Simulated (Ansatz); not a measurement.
A 2-atom cell of KBr (Pm-3m) from a materials database, relaxed with r2SCAN in the plane-wave code Ansatz. Space group Pm-3m (No. 221), cubic; a = 3.976 Å in the conventional setting, 31.42 Å³ an atom. Around K lie 8 Br at 3.44 Å; around Br lie 8 K at 3.44 Å.

The axes x, y and z are those of this cell:
```
K Br
1.0
     3.97587    0.00000    0.00000
     0.00000    3.97587    0.00000
     0.00000    0.00000    3.97587
K Br
1 1
Direct
  0.00000 0.00000 0.00000
  0.50000 0.50000 0.50000
```

Unstrained: With PBE the valence top lies at M and the conduction bottom at Γ, 4.024 eV higher; the smallest vertical gap, at Γ, is 4.301 eV. The r2SCAN gap is indirect, 4.768 eV (M to Γ), below the direct gap of 5.047 eV at Γ. The HSE06 gap is indirect, 5.193 eV (M to Γ), below the direct gap of 5.493 eV at Γ. Meshes: PBE 6×6×6, r2SCAN 6×6×6, HSE06 4×4×4. Strains are changes of length per length. After each strain the atoms were relaxed again with r2SCAN in this cell and within any symmetry left, so distortions that break it or need a larger cell weren't tested; points keep the names that they have in the unstrained zone. Calculated for a static, non-magnetic cell.

**Question.** Estimate what uniaxial +1.93 % along x, other directions held does to the gap.

**Answer.** PBE: the gap goes from 4.024 to 3.926 eV (-0.098 eV). r2SCAN: the gap goes from 4.768 to 4.662 eV (-0.106 eV). HSE06: the gap goes from 5.193 to 5.089 eV (-0.104 eV). The r2SCAN energy rises by 1.6 meV an atom.

**Question.** Apply uniaxial +2.02 % along z, other directions held. How far does the gap move, against the unstrained cell?

**Answer.** PBE: the gap goes from 4.024 to 3.921 eV (-0.103 eV); the M points, equivalent before, split by 95 meV, and the valence top lies at those like (0, 1/2, 1/2). r2SCAN: the gap goes from 4.768 to 4.656 eV (-0.112 eV); the M points, equivalent before, split by 99 meV, and the valence top lies at those like (0, 1/2, 1/2). HSE06: the gap goes from 5.193 to 5.084 eV (-0.109 eV); the M points, equivalent before, split by 98 meV, and the valence top lies at those like (0, 1/2, 1/2). The r2SCAN energy rises by 1.8 meV an atom.

**Question.** One strain changed the r2SCAN stress by xx +4.25, yy +4.25, zz +4.25 GPa (compression positive) and the gap by +0.589 eV (PBE), +0.651 eV (r2SCAN), +0.634 eV (HSE06). Which kind of strain was it, and roughly how large?

**Answer.** Isotropic -5.01 % on every length. The pattern of the stress gives the kind; the size needs the stiffness, so it is an estimate.

**Question.** Estimate what uniaxial -3.73 % along y, other directions held does to the gap.

**Answer.** PBE: the gap goes from 4.024 to 3.996 eV (-0.028 eV); the M points, equivalent before, split by 201 meV, and the valence top lies at those like (1/2, 0, 1/2). r2SCAN: the gap goes from 4.768 to 4.745 eV (-0.023 eV); the M points, equivalent before, split by 209 meV, and the valence top lies at those like (1/2, 0, 1/2). HSE06: the gap goes from 5.193 to 5.170 eV (-0.023 eV); the M points, equivalent before, split by 207 meV, and the valence top lies at those like (1/2, 0, 1/2). The r2SCAN energy rises by 6.7 meV an atom.

Spin-orbit coupling is left out.

The meshes of the hybrids are coarse, so their gaps aren't converged to the digits shown.
